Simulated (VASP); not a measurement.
# TaN (Fm-3m) in VASP: further runs

The runs below take TaN through relaxation of cell and atoms, with PBEsol, PBE+D3(BJ).

Program: VASP 6.6.1. These are calculated values, not measurements. Logs are shortened: lines on timing, memory, paths and dates and some standing lists are left out, and cuts for length are marked.

### Step 1. The crystal as given

The structure is cubic, space group Fm-3m (No. 225). Conventional cell: a = 4.423 Å, b = 4.423 Å, c = 4.423 Å, α = 90.00°, β = 90.00°, γ = 90.00°. Ta (site symmetry m-3m) has 6 N at 2.21 Å as nearest neighbours. N (site symmetry m-3m) has 6 Ta at 2.21 Å as nearest neighbours.

The cell comes from a database or a generator and needn't be the stable form of this composition.

### Step 2. Relaxation of cell and atoms, PBEsol

Contents of INCAR:

```
SYSTEM = TaN
PREC     = Accurate       ! precision mode
ENCUT    = 600            ! plane-wave cutoff, eV
EDIFF    = 1E-6           ! SCF threshold, eV
ISMEAR   = 1              ! smearing method
SIGMA    = 0.1            ! smearing width, eV
LREAL    = .FALSE.        ! projectors in reciprocal space
LASPH    = .TRUE.         ! aspherical terms in the spheres
NELM     = 80             ! most SCF steps
ALGO     = Normal         ! electronic algorithm
ISIF     = 3              ! what is computed and relaxed
LWAVE    = .FALSE.        ! write WAVECAR
LCHARG   = .FALSE.        ! write CHGCAR
GGA      = PS             ! functional
IBRION   = 2              ! ionic algorithm
NSW      = 90             ! ionic steps
EDIFFG   = -0.01          ! ionic threshold
```

Contents of KPOINTS:

```
Automatic mesh
0
G
  14 14 14
  0 0 0
```

Contents of POSCAR:

```
TaN
1.0
    0.0000000000      2.2113230000      2.2113230000
    2.2113230000      0.0000000000      2.2113230000
    2.2113230000      2.2113230000      0.0000000000
Ta N
1 1
Direct
    0.5000000000      0.5000000000      0.5000000000
    0.0000000000      0.0000000000      0.0000000000
```

Potentials or basis: VASP PAW PBE potentials, release 64 (Ta_pv, N).

Command:

```
$ cat potpaw_PBE.64/Ta_pv/POTCAR potpaw_PBE.64/N/POTCAR > POTCAR
$ mpirun -np 1 vasp_std > vasp.out
```

OUTCAR:

```text
SYSTEM = TaN
   PREC = Accurate
   ENCUT = 600
   EDIFF = 1E-6
   ISMEAR = 1
   LREAL = .FALSE.
   LASPH = .TRUE.
   NELM = 80
   ISIF = 3
   GGA = PS
   IBRION = 2
   NSW = 90
   EDIFFG = -0.01

 ion  position               nearest neighbor table
   1  0.500  0.500  0.500-   2 2.21   2 2.21   2 2.21   2 2.21   2 2.21   2 2.21
   2  0.000  0.000  0.000-   1 2.21   1 2.21   1 2.21   1 2.21   1 2.21   1 2.21

  LATTYP: Found a face centered cubic cell.
 ALAT       =     4.4226460000

  Lattice vectors:

 A1 = (   0.0000000000,   2.2113230000,   2.2113230000)
 A2 = (   2.2113230000,   0.0000000000,   2.2113230000)
 A3 = (   2.2113230000,   2.2113230000,   0.0000000000)

Analysis of symmetry for initial positions (statically):
=====================================================================
 Subroutine PRICEL returns:
 Original cell was already a primitive cell.

 Routine SETGRP: Setting up the symmetry group for a
 face centered cubic supercell.

 Subroutine GETGRP returns: Found 48 space group operations
 (whereof 48 operations were pure point group operations)
 out of a pool of 48 trial point group operations.

The static configuration has the point symmetry O_h .

Analysis of symmetry for dynamics (positions and initial velocities):
=====================================================================
 Subroutine PRICEL returns:
 Original cell was already a primitive cell.

 Routine SETGRP: Setting up the symmetry group for a
 face centered cubic supercell.

 Subroutine GETGRP returns: Found 48 space group operations
 (whereof 48 operations were pure point group operations)
 out of a pool of 48 trial point group operations.

The dynamic configuration has the point symmetry O_h .

 Subroutine INISYM returns: Found 48 space group operations
 (whereof 48 operations are pure point group operations),
 and found     1 'primitive' translations

----------------------------------------------------------------------------------------

                                     Primitive cell

  volume of cell :      21.6265

  direct lattice vectors                    reciprocal lattice vectors
     0.000000000  2.211323000  2.211323000    -0.226108985  0.226108985  0.226108985
     2.211323000  0.000000000  2.211323000     0.226108985 -0.226108985  0.226108985
     2.211323000  2.211323000  0.000000000     0.226108985  0.226108985 -0.226108985

  length of vectors
     3.127282977  3.127282977  3.127282977     0.391632251  0.391632251  0.391632251

  position of ions in fractional coordinates (direct lattice)
     0.500000000  0.500000000  0.500000000
     0.000000000  0.000000000  0.000000000

  ion indices of the primitive-cell ions
   primitive index   ion index
                 1           1
                 2           2

----------------------------------------------------------------------------------------

 KPOINTS: Automatic mesh

Automatic generation of k-mesh.
 Grid dimensions read from file:
 generate k-points for:   14   14   14

 Generating k-lattice:

  Cartesian coordinates                     Fractional coordinates (reciprocal lattice)
    -0.016150642  0.016150642  0.016150642     0.071428571  0.000000000  0.000000000
     0.016150642 -0.016150642  0.016150642     0.000000000  0.071428571  0.000000000
     0.016150642  0.016150642 -0.016150642     0.000000000  0.000000000  0.071428571

  Length of vectors
     0.027973732  0.027973732  0.027973732

  Shift w.r.t. Gamma in fractional coordinates (k-lattice)
     0.000000000  0.000000000  0.000000000

 Subroutine IBZKPT returns following result:
 ===========================================

 Found    104 irreducible k-points:

 Following reciprocal coordinates:
            Coordinates               Weight
  0.000000  0.000000  0.000000      1.000000
  0.071429  0.000000  0.000000      8.000000
  0.142857  0.000000  0.000000      8.000000
  0.214286  0.000000  0.000000      8.000000
  0.285714  0.000000  0.000000      8.000000
  0.357143  0.000000  0.000000      8.000000
[... 16 lines left out ...]
  0.214286  0.142857  0.000000     24.000000
  0.285714  0.142857  0.000000     24.000000
 [... further k-points ...]
   k-points           NKPTS =    104   k-points in BZ     NKDIM =    104   number of bands    NBANDS=     12
   number of dos      NEDOS =    301   number of ions     NIONS =      2
   total plane-waves  NPLWV =  21952
   dimension x,y,z NGX =    28 NGY =   28 NGZ =   28
   dimension x,y,z NGXF=    56 NGYF=   56 NGZF=   56
   ions per type =               1   1
   NGX,Y,Z   is equivalent  to a cutoff of  14.88, 14.88, 14.88 a.u.
   NGXF,Y,Z  is equivalent  to a cutoff of  29.77, 29.77, 29.77 a.u.
 SYSTEM =  TaN
   PREC   = accura    normal or accurate (medium, high low for compatibility)
   ISTART =      0    job   : 0-new  1-cont  2-samecut
   ICHARG =      2    charge: 1-file 2-atom 10-const
   ISPIN  =      1    spin polarized calculation?
   LNONCOLLINEAR =      F non collinear calculations
   LSORBIT =      F    spin-orbit coupling
   LASPH  =      T    aspherical Exc in radial PAW
   ENCUT  =  600.0 eV  44.10 Ry    6.64 a.u.   6.25  6.25  6.25*2*pi/ulx,y,z
   NELM   =     80;   NELMIN=  2; NELMDL= -5     # of ELM steps
   EDIFF  = 0.1E-05   stopping-criterion for ELM
   LREAL  =      F    real-space projection
   EDIFFG = -.1E-01   stopping-criterion for IOM
   NSW    =     90    number of steps for IOM
   IBRION =      2    ionic relax: 0-MD 1-quasi-New 2-CG
   NFREE  =      1    steps in history (QN), initial steepest desc. (CG)
   ISIF   =      3    stress and relaxation
   ISYM   =      2    0-nonsym 1-usesym 2-fastsym
   POTIM  = 0.5000    time-step for ionic-motion
   TEBEG  =    0.0;   TEEND  =   0.0 temperature during run
   PSTRESS=    0.0 pullay stress
   NELECT =      16.0000    total number of electrons
   NUPDOWN=      -1.0000    fix difference up-down
   EMIN   =  10.00;   EMAX   =-10.00  energy-range for DOS
   EFERMI =   0.00;   METHOD = LEGACY
   ISMEAR =     1;   SIGMA  =   0.10  broadening in eV -4-tet -1-fermi 0-gaus
   EFERMI_NEDOS =   21; number of points for ismear=-14 and -15
   IALGO  =     38    algorithm
   IMIX   =      4    mixing-type and parameters
     AMIX     =   0.40;   BMIX     =  1.00
     AMIX_MAG =   1.60;   BMIX_MAG =  1.00
  volume/ion in A,a.u.               =      10.81        72.97
  Fermi-wavevector in a.u.,A,eV,Ry     =   1.480651  2.798024 29.828417  2.192327
  Thomas-Fermi vector in A             =   2.594659
   LORBIT       =      0    0 simple, 1 ext, 2 COOP (PROOUT), +10 PAW based schemes
   GGA     = PS    functional components
   LHFCALC =     F    Hartree Fock is set to
   AEXX    =    0.0000 exact exchange contribution
   IVDW    =     0    specifies the selected vdW correction
   LEPSILON=     F    determine dielectric tensor
   LRPA    =     F    only Hartree local field effects (RPA)
 conjugate gradient relaxation of ions
 non-spin polarized calculation
 Methfessel and Paxton  Order N= 1 SIGMA  =   0.10
  energy-cutoff  :      600.00
  volume of cell :       21.63
 maximum number of plane-waves:       740
 NGX is ok and might be reduce to    28
   NGX = 13   NGY = 13   NGZ = 13

--------------------------------------- Ionic step        1  -------------------------------------------

 number of electron      15.9999999 magnetization

 Free energy of the ion-electron system (eV)
  ---------------------------------------------------
  ext. energy  EPLUGINS =         0.00000000
  ---------------------------------------------------
  free energy    TOTEN  =       -23.19331410 eV

  energy without entropy =      -23.19339687  energy(sigma->0) =      -23.19334169

------------------------ aborting loop because EDIFF is reached ----------------------------------------

  FORCE on cell =-STRESS in cart. coord.  units (eV):
  Direction    XX          YY          ZZ          XY          YZ          ZX
  --------------------------------------------------------------------------------------
  -------------------------------------------------------------------------------------
  Total       -1.3425017     -1.3425017     -1.3425017      0.0000000      0.0000000      0.0000000
  in kB      -99.4578046    -99.4578046    -99.4578046      0.0000000      0.0000000      0.0000000
  external PRESSURE =     -99.4578046 kB  Pullay stress =       0.0000000 kB
[... 21 lines left out ...]
  energy  without entropy=      -23.1933968725  energy(sigma->0) =      -23.19334169

--------------------------------------- Ionic step        2  -------------------------------------------

 number of electron      16.0000000 magnetization

 E-fermi :  10.2864     XC(G=0): -14.0454

 val. band max:       10.2791122508   @ k =  -0.2857   0.1429   0.0000
 cond. band min:      10.3490914118   @ k =   0.2857   0.0000   0.0000
 fundamental gap:      0.0699791610
 Fermi energy:        10.2863753127

 k-point     1 :       0.0000    0.0000    0.0000
  band No.  band energies     occupation
      1     -25.2225      2.00000
      2     -25.2225      2.00000
      3     -25.2225      2.00000
      4      -9.1605      2.00000
      5       6.3040      2.00000
      6       6.3040      2.00000
      7       6.3040      2.00000
      8       7.9529      2.00000
      9       7.9529      2.00000
     10       7.9529      2.00000
     11      10.3674      0.01491
     12      10.3674      0.01491
[... 414 lines left out ...]
  energy  without entropy=      -23.2134812997  energy(sigma->0) =      -23.21346180

--------------------------------------- Ionic step        4  -------------------------------------------

 number of electron      16.0000000 magnetization

 Free energy of the ion-electron system (eV)
  ---------------------------------------------------
  ext. energy  EPLUGINS =         0.00000000
  ---------------------------------------------------
  free energy    TOTEN  =       -23.21346414 eV

  energy without entropy =      -23.21349224  energy(sigma->0) =      -23.21347351

 E-fermi :   9.4872     XC(G=0): -13.6591

 val. band max:        9.4721843608   @ k =  -0.2857   0.1429   0.0000
 cond. band min:       9.5407797596   @ k =   0.2857   0.0000   0.0000
 fundamental gap:      0.0685953988
 Fermi energy:         9.4872200088

 k-point     1 :       0.0000    0.0000    0.0000
  band No.  band energies     occupation
      1     -26.1661      2.00000
      2     -26.1661      2.00000
      3     -26.1661      2.00000
      4      -9.3890      2.00000
      5       5.6945      2.00000
      6       5.6945      2.00000
      7       5.6945      2.00000
      8       7.3535      2.00000
      9       7.3535      2.00000
     10       7.3535      2.00000
     11       9.5460      0.17082
     12       9.5460      0.17082
[... 374 lines left out ...]
  FREE ENERGIE OF THE ION-ELECTRON SYSTEM (eV)
  ---------------------------------------------------
  free  energy   TOTEN  =       -23.2134641439 eV

  energy  without entropy=      -23.2134922447  energy(sigma->0) =      -23.21347351

 reached required accuracy - stopping structural energy minimisation
```

Wall time 59 s (1 thread of Intel Xeon Platinum 8559C (Emerald Rapids), shared host); peak memory 0.2 GiB.

Results:

| Quantity | Value |
| --- | --- |
| Free energy | -23.2135 eV |
| Relaxed volume | 10.50 Å³/atom |
| Relaxed cell | a = 3.097 Å, b = 3.097 Å, c = 3.097 Å, α = 60.00°, β = 60.00°, γ = 60.00° |
| Space group after relaxing (to 0.05 Å) | Fm-3m (No. 225) |
| Energy gained by relaxing | 10.1 meV/atom |
| Ionic steps | 4 |
| Pressure after relaxing | 0.0 GPa |
| Band gap on the k mesh | none (metal or under the smearing width) |

Step by step:
```tsv
step	energy change (eV)	largest force (eV/Å)	pressure (GPa)	volume (Å³)
1	0.0000	0.0000	-9.95	21.63
2	0.0985	0.0000	28.89	19.59
3	-0.0201	0.0000	-0.24	21.01
4	-0.0202	0.0000	-0.05	21.00
```

Final structure:
```
Ta N
1.0
     0.00000    2.18966    2.18966
     2.18966    0.00000    2.18966
     2.18966    2.18966    0.00000
Ta N
1 1
Direct
  0.50000 0.50000 0.50000
  0.00000 0.00000 0.00000
```

Caveat: the PAW data sets were made with another functional, which shifts forces and pressure a little. Spin-orbit coupling is left out, which matters for the levels of Ta.

### Step 3. Relaxation of cell and atoms, PBEsol

This run uses another cell than the first one, of 10.50 Å³/atom, 0.971 times its volume.

Edit INCAR of step 2 so:

```diff
@@ -3,3 +3,3 @@
 ENCUT    = 600            ! plane-wave cutoff, eV
-EDIFF    = 1E-6           ! SCF threshold, eV
+EDIFF    = 1E-7           ! SCF threshold, eV
 ISMEAR   = 1              ! smearing method
@@ -16,2 +16,2 @@
 NSW      = 90             ! ionic steps
-EDIFFG   = -0.01          ! ionic threshold
+EDIFFG   = -0.005         ! ionic threshold
```

KPOINTS is that of step 2.

Contents of POSCAR:

```
TaN                                     
1.0
    0.0000000000      2.1896556337      2.1896556337
    2.1896556337     -0.0000000000      2.1896556337
    2.1896556337      2.1896556337      0.0000000000
  Ta              N             
     1     1
Direct
     0.5000000000000000    0.5000000000000000    0.5000000000000000
     0.0000000000000000    1.0000000000000000    0.0000000000000000
```

Potentials or basis: VASP PAW PBE potentials, release 64 (Ta_pv, N).

Command:

```
$ cat potpaw_PBE.64/Ta_pv/POTCAR potpaw_PBE.64/N/POTCAR > POTCAR
$ mpirun -np 1 vasp_std > vasp.out
```

Wall time 29 s (1 thread of Intel Xeon Platinum 8559C (Emerald Rapids), shared host); peak memory 0.19 GiB.

Results (log left out):

| Quantity | Value |
| --- | --- |
| Free energy | -23.2124 eV |
| Pressure after relaxing | 0.0 GPa |
| Band gap on the k mesh | none (metal or under the smearing width) |

Final structure:
```xyz
2
Lattice="0.0000 2.1897 2.1897 2.1897 0.0000 2.1897 2.1897 2.1897 0.0000" Properties=species:S:1:pos:R:3 pbc="T T T"
Ta    2.1897    2.1897    2.1897
N     0.0000    0.0000    0.0000
```

Levels at points of the mesh, in eV from the Fermi level:
| k point | band 5 | band 6 | band 7 | band 8 | band 9 | band 10 | band 11 | band 12 |
| --- | --- | --- | --- | --- | --- | --- | --- | --- |
| (0.00, 0.00, 0.00) | -3.79 | -3.79 | -3.79 | -2.13 | -2.13 | -2.13 | 0.06 | 0.06 |
| (0.50, 0.00, 0.00) | -10.47 | -7.64 | -7.64 | 1.98 | 1.98 | 2.08 | 3.88 | 7.72 |
| (0.50, 0.50, 0.00) | -6.62 | -5.56 | -4.61 | -4.61 | 2.16 | 3.66 | 3.66 | 4.73 |

Caveat: the relaxation stopped at its first step, so nothing moved; the PAW data sets were made with another functional, which shifts forces and pressure a little.

### Step 4. Relaxation of cell and atoms, PBE+D3(BJ)

Contents of INCAR:

```
PREC = Accurate ; ENCUT = 600
EDIFF = 1E-6 ; ISMEAR = 1
SIGMA = 0.1 ; LREAL = False
LASPH = True ; NELM = 80
ALGO = Normal ; ISIF = 3
LWAVE = False ; LCHARG = False
GGA = PE ; IVDW = 12
IBRION = 2 ; NSW = 90
EDIFFG = -0.01
```

Contents of KPOINTS:

```
regular mesh
0
Gamma
  14 14 14
```

Contents of POSCAR:

```
TaN
1.0
    0.0000000000      2.2113230000      2.2113230000
    2.2113230000      0.0000000000      2.2113230000
    2.2113230000      2.2113230000      0.0000000000
Ta N
1 1
Direct
    0.5000000000      0.5000000000      0.5000000000
    0.0000000000      0.0000000000      0.0000000000
```

Command:

```
$ cat potpaw_PBE.64/Ta_pv/POTCAR potpaw_PBE.64/N/POTCAR > POTCAR
$ mpirun -np 1 vasp_std > vasp.out
```

Run time: 35 s. Hardware: 1 thread of Intel Xeon 6975P-C (Granite Rapids), shared host; peak memory 0.2 GiB.

It converged, with:

```yaml
Free_energy: -22.7681 eV
Relaxed_volume: 10.57 Å³/atom
Relaxed_cell: a = 3.103 Å, b = 3.103 Å, c = 3.103 Å, α = 60.00°, β = 60.00°, γ = 60.00°
Space_group_after_relaxing_to_0.05_Å: Fm-3m (No. 225)
Energy_gained_by_relaxing: 6.2 meV/atom
Ionic_steps: 3
Pressure_after_relaxing: -0.1 GPa
Band_gap_on_the_k_mesh: none (metal or under the smearing width)
Dispersion_energy_per_atom: -0.475 eV
```

Step by step:
```
step  energy change (eV)  largest force (eV/Å)  pressure (GPa)  volume (Å³)
   1              0.0000                0.0000           -7.79        21.63
   2              0.0564                0.0000           21.07        20.02
   3             -0.0125                0.0000           -0.13        21.13
```

Final structure:
```xyz
2
Lattice="0.0000 2.1944 2.1944 2.1944 0.0000 2.1944 2.1944 2.1944 0.0000" Properties=species:S:1:pos:R:3 pbc="T T T"
Ta    2.1944    2.1944    2.1944
N     0.0000    0.0000    0.0000
```

Levels at points of the mesh, in eV from the Fermi level:
| k point | band 4 | band 5 | band 6 | band 7 | band 8 | band 9 | band 10 | band 11 | band 12 |
| --- | --- | --- | --- | --- | --- | --- | --- | --- | --- |
| (0.00, 0.00, 0.00) | -18.88 | -3.81 | -3.81 | -3.81 | -2.10 | -2.10 | -2.10 | 0.09 | 0.09 |
| (0.50, 0.00, 0.00) | -15.83 | -10.40 | -7.59 | -7.59 | 1.95 | 1.95 | 2.04 | 3.87 | 7.63 |
| (0.50, 0.50, 0.00) | -17.63 | -6.63 | -5.48 | -4.62 | -4.62 | 2.16 | 3.61 | 3.61 | 4.63 |

Caveat: pairwise dispersion overbinds metals, which lowers pressure and volume. The run has no spin-orbit coupling, so splittings on Ta are missing.

### Step 5. Relaxation of cell and atoms, PBE+D3(BJ)

This run uses another cell than the first one, of 10.57 Å³/atom, 0.977 times its volume.

Contents of INCAR:

```
PREC = Accurate ; ENCUT = 600
EDIFF = 1E-7 ; ISMEAR = 1
SIGMA = 0.1 ; LREAL = False
LASPH = True ; NELM = 80
ALGO = Normal ; ISIF = 3
LWAVE = False ; LCHARG = False
GGA = PE ; IVDW = 12
IBRION = 2 ; NSW = 90
EDIFFG = -0.005
```

KPOINTS is that of step 4.

Contents of POSCAR:

```
TaN                                     
1.0
   -0.0000000000      2.1943567142      2.1943567142
    2.1943567142      0.0000000000      2.1943567142
    2.1943567142      2.1943567142     -0.0000000000
  Ta              N             
     1     1
Direct
     0.5000000000000000    0.5000000000000000    0.5000000000000000
     0.0000000000000000    0.0000000000000000    0.0000000000000000
```

Command:

```
$ cat potpaw_PBE.64/Ta_pv/POTCAR potpaw_PBE.64/N/POTCAR > POTCAR
$ mpirun -np 1 vasp_std > vasp.out
```

Run time: 32 s. Hardware: 1 thread of Intel Xeon 6975P-C (Granite Rapids), shared host; peak memory 0.19 GiB.

The run converged. Its results:

| Property | Result |
| --- | --- |
| Free energy | -22.7673 eV |
| Relaxed volume | 10.56 Å³/atom |
| Relaxed cell | a = 3.103 Å, b = 3.103 Å, c = 3.103 Å, α = 60.00°, β = 60.00°, γ = 60.00° |
| Space group after relaxing (to 0.05 Å) | Fm-3m (No. 225) |
| Energy gained by relaxing | 0.0 meV/atom |
| Ionic steps | 3 |
| Pressure after relaxing | 0.0 GPa |
| Band gap on the k mesh | none (metal or under the smearing width) |
| Dispersion energy per atom | -0.476 eV |

Final structure:
```cif
data_structure
_symmetry_space_group_name_H-M 'P 1'
_symmetry_Int_Tables_number 1
_cell_length_a 3.1029
_cell_length_b 3.1029
_cell_length_c 3.1029
_cell_angle_alpha 60.000
_cell_angle_beta 60.000
_cell_angle_gamma 60.000
_cell_volume 21.12
loop_
_atom_site_label
_atom_site_type_symbol
_atom_site_fract_x
_atom_site_fract_y
_atom_site_fract_z
_atom_site_occupancy
Ta1 Ta 0.50000 0.50000 0.50000 1
N1 N 0.00000 0.00000 0.00000 1
```

Levels at points of the mesh, in eV from the Fermi level:
| k point | band 4 | band 5 | band 6 | band 7 | band 8 | band 9 | band 10 | band 11 | band 12 |
| --- | --- | --- | --- | --- | --- | --- | --- | --- | --- |
| (0.00, 0.00, 0.00) | -18.89 | -3.81 | -3.81 | -3.81 | -2.10 | -2.10 | -2.10 | 0.09 | 0.09 |
| (0.50, 0.00, 0.00) | -15.83 | -10.40 | -7.60 | -7.60 | 1.95 | 1.95 | 2.04 | 3.87 | 7.63 |
| (0.50, 0.50, 0.00) | -17.63 | -6.63 | -5.49 | -4.62 | -4.62 | 2.16 | 3.61 | 3.61 | 4.63 |

Caveat: pairwise dispersion overbinds metals, which lowers pressure and volume. Spin-orbit coupling is left out, which matters for the levels of Ta.
